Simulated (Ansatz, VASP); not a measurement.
## TePb: VASP beside Ansatz

```xyz
2
Lattice="0.0000 3.2310 3.2310 3.2310 0.0000 3.2310 3.2310 3.2310 0.0000" Properties=species:S:1:pos:R:3 pbc="T T T"
Pb    0.0000    0.0000    0.0000
Te    3.2310    3.2310    3.2310
```

Alike in both runs: task single point; functional PBE0; k mesh 3 × 3 × 3; occupations fermi-dirac, width 0.05 eV; spin-orbit coupling, no magnetisation.

|  | VASP | Ansatz |
| --- | --- | --- |
| version | VASP 6.6.1 | Ansatz 0.2.0 |
| potentials or method | VASP PAW PBE potentials, release 64 (Pb_d, Te) | Ansatz PAW |
| plane-wave cutoff (eV) | 520 | 420 |
| valence electrons in the cell | 20 | 30 |

VASP gave:

| Quantity | Value |
| --- | --- |
| gap on the k mesh at the Fermi level (eV) | 2.03 |
| least direct gap on the mesh (eV) | 2.03 |
| pressure (GPa) | 0.6 |

Q: What did Ansatz give for the same quantities?

A: gap on the k mesh at the Fermi level (eV): 1.92; least direct gap on the mesh (eV): 1.92; pressure (GPa): 0.8.

The two sets of potentials don't hold the same shells in valence.

Caveats: the k mesh is coarse (spacing up to 0.56 Å⁻¹), so the values aren't converged, least of all with exact exchange; the PAW data sets were made with another functional, which shifts forces and pressure a little (VASP); the PAW data sets come from PBE, with cores solved anew for the run's functional, which leaves a small shift of forces and pressure (Ansatz); the thresholds are loose for stress (Ansatz).
